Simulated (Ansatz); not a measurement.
The system is Te2Mo.

```
Te Mo
1.0
     6.33000    0.00000    0.00000
     0.00000    3.46900    0.00000
    -0.94679    0.00000   13.82762
Te Mo
8 4
Direct
  0.94370 0.75000 0.60450
  0.05630 0.25000 0.39550
  0.90300 0.25000 0.85140
  0.09700 0.75000 0.14860
  0.41120 0.75000 0.89550
  0.58880 0.25000 0.10450
  0.44320 0.25000 0.64840
  0.55680 0.75000 0.35160
  0.81670 0.75000 0.99260
  0.18330 0.25000 0.00740
  0.68190 0.25000 0.49340
  0.31810 0.75000 0.50660
```

| Property | Result |
| --- | --- |
| Program | Ansatz 0.2.0 |
| Task | relaxation of cell and atoms |
| Functional | BLYP |
| Dispersion | D4 |
| Potentials or basis | Ansatz PAW |
| Cutoff | 420 eV (not typed: the program's choice for these potentials) |
| k mesh | 4 × 8 × 2 |
| Occupations | fermi-dirac, width 0.05 eV |
| Spin | no spin polarisation |

At the start: volume 25.30 Å³/atom.

Problem. How do energy, volume and symmetry change on relaxing?

Solution. It ends after 6 steps and the volume is 25.21 Å³/atom (-0.4 %); space group P2_1/m (No. 11, to 0.05 Å).

The path:
| step | energy change (eV) | largest force (eV/Å) | volume (Å³) |
| --- | --- | --- | --- |
| 1 | 0.0000 | 0.4756 | 303.64 |
| 2 | -0.1238 | 0.1111 | 307.15 |
| 3 | -0.1273 | 0.1594 | 300.36 |
| 4 | -0.1385 | 0.0327 | 302.39 |
| 5 | -0.1389 | 0.0094 | 302.52 |
| 6 | -0.1388 | 0.0094 | 302.52 |

Final structure:
```xyz
12
Lattice="6.3746 0.0000 0.0267 0.0000 3.5513 0.0000 -0.8952 0.0000 13.3594" Properties=species:S:1:pos:R:3 pbc="T T T"
Te    5.4582    2.6635    8.1437
Te    0.0213    0.8878    5.2424
Te    4.9993    0.8878   11.3238
Te    0.4802    2.6635    2.0623
Te    1.8221    2.6635   11.9367
Te    3.6574    0.8878    1.4494
Te    2.2024    0.8878    8.7448
Te    3.2770    2.6635    4.6413
Mo    4.3248    2.6635   13.2770
Mo    1.1547    0.8878    0.1091
Mo    3.8933    0.8878    6.6104
Mo    1.5862    2.6635    6.7757
```

Caveat: the plane-wave basis is chosen anew once the cell has moved, so the energies of steps on either side of that aren't comparable; the PAW data sets come from PBE, with cores solved anew for the run's functional, which leaves a small shift of forces and pressure.
